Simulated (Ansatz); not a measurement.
We consider fluorite SrF2, described by B3LYP (VWN-RPA form) (PAW; Ansatz, a first-principles code).

Numerical settings: plane-wave cutoff 460 eV, 8×8×8 k mesh, Fermi–Dirac smearing 0.01 eV, scalar-relativistic PAW data made under PBE.

The cell has the measured lattice: a = 5.800 Å, b = 5.800 Å, c = 5.800 Å, α = 90.00°, β = 90.00°, γ = 90.00°.

What does this level give for the band gap and smallest direct gap on the k points sampled?


band gap: 9.23 eV (on the SCF k mesh)
smallest direct gap on the k points sampled: 9.33 eV

Measured, for comparison: band gap 11.1 eV (temperature not stated, not corrected to a static lattice; as tabulated in Aguado et al. (1999), arXiv:cond-mat/9901145).

Note: cell and atoms aren't relaxed at this level (pressure 1.9 GPa).

Spin–orbit coupling is not included.

Computed values are for the static lattice.

It cost very roughly 100 core-seconds of CPU time.
